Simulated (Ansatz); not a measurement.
Phases of WC at 31 GPa

Structure types of WC are relaxed in primitive cells with their symmetry kept at 31 GPa, on PAW files; LAPW relaxes the small cells further and takes the PAW cell for the others (marked *). The enthalpy is E + pV at zero temperature, without zero-point motion. Only the types listed were tried, and differences under about 5 meV/atom are mesh noise. The real phase may be another.

All numbers are PBE results (scalar-relativistic) from Ansatz 0.2.0, with Fermi–Dirac smearing of 0.1 eV, no spin polarisation. Methods: LAPW: all electrons, basis error target 0.5 meV/atom; PAW: frozen-core files, cutoff 420 eV.

k meshes: rocksalt 16×16×16, CsCl 14×14×14, WC 16×16×14, NiAs 10×10×6, zincblende 14×14×14.

Spin–orbit coupling is left out, which matters for the heavy atoms.

Problem. Order the types by LAPW enthalpy, lowest first.
A. WC
B. NiAs
C. CsCl
D. rocksalt
E. zincblende

Solution. A (0 meV/atom), B (215 meV/atom), D (440 meV/atom), C (839 meV/atom), E (1095 meV/atom).

```csv
start type,ends as,"a, b, c (Å)",V (Å³/atom),"H − H(lowest), LAPW (meV/atom)","same, PAW"
rocksalt,"rocksalt, Fm-3m","4.276, 4.276, 4.276",9.77,440.2,441.3
CsCl,"CsCl, Pm-3m","2.662, 2.662, 2.662",9.43,838.7,837.8
WC,"WC, P-6m2","2.849, 2.849, 2.792",9.81,0.0,0.0
NiAs*,"NiAs, P6_3/mmc","2.841, 2.841, 5.648",9.87,215.0,215.8
zincblende,"zincblende, F-43m","4.549, 4.549, 4.549",11.77,1094.6,1098.0
```

Problem. Split the lead of WC over NiAs into energy and pV.

Solution. For NiAs less WC: ΔE = +204.1 meV/atom, and p·ΔV = 31 GPa × +0.0562 Å³ × 6.242 meV/(GPa·Å³) = +10.9 meV/atom, together 215.0 meV/atom. WC wins on both counts.
